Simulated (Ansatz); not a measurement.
**Relaxation of Te2Mo**

Level of theory: DFT PBEsol, scalar-relativistic, plane waves, PAW in Ansatz 0.2.0. (420 eV cutoff, 12×12×2 k-mesh, Gaussian smearing of 0.02 eV, no spin polarisation)

What was changed: equal strain along all axes, cell held, atoms relaxed: +1.5 %.

Command:

```bash
ansatz run input.yaml --threads 1 --pin off --max-ram 2560MiB --backend cpu --events-out ev --progress --plain --runs-dir out
```

Input:

```yaml
crystal:
  lattice:
    - [3.5434411635, 0.0, 0.0]
    - [-1.7717205817, 3.0687100644, 0.0]
    - [0.0, 0.0, 17.7893201938]
  atoms:
    - { symbol: Te, position: [0.3333333333, 0.6666666667, 0.8971077568] }
    - { symbol: Te, position: [0.3333333333, 0.6666666667, 0.1028922432] }
    - { symbol: Mo, position: [0.0, 0.0, 0.0] }
basis:
  ecutwfc: 420
kpoints:
  mp_grid: { grid: [12, 12, 2] }
hamiltonian:
  xc: pbesol
scf:
  occupations: { method: gaussian, width: 0.02 }
output:
  forces: true
  stress: true
  eigenvalues: true
relax:
  adjacent_minimum: "off"
  f_tol: 0.008
  max_steps: 40
```

F is the free energy.

At step 2 the energy rises: a step can overshoot before the optimiser corrects it.

Steps:

```tsv
step	F − F(1) (eV)	largest force component (eV/Å)
1	0.0000	0.618
2	0.2036	2.024
3	-0.0294	0.062
4	-0.0296	0.004
5	-0.0296	0.004
```

Relaxed structure:

```
CELL_PARAMETERS angstrom
3.54344 0.00000 0.00000
-1.77172 3.06871 0.00000
0.00000 0.00000 17.78932
ATOMIC_POSITIONS crystal
Te 0.33333 0.66667 0.89976
Te 0.33333 0.66667 0.10024
Mo 0.00000 0.00000 0.00000
```

The structure is hexagonal, space group P-6m2 (No. 187). The conventional cell has a = 3.543 Å, b = 3.543 Å, c = 17.789 Å, α = 90.00°, β = 90.00°, γ = 120.00°. Around Te (site symmetry 3m) lie 3 Mo at 2.71 Å. Mo (site symmetry -6m2) has 6 Te at 2.71 Å as nearest neighbours.

The run converged. Time: 29 s on 1 thread of AMD EPYC 9R45 96-Core Processor (Zen 5) (shared host), peak memory 0.56 GiB.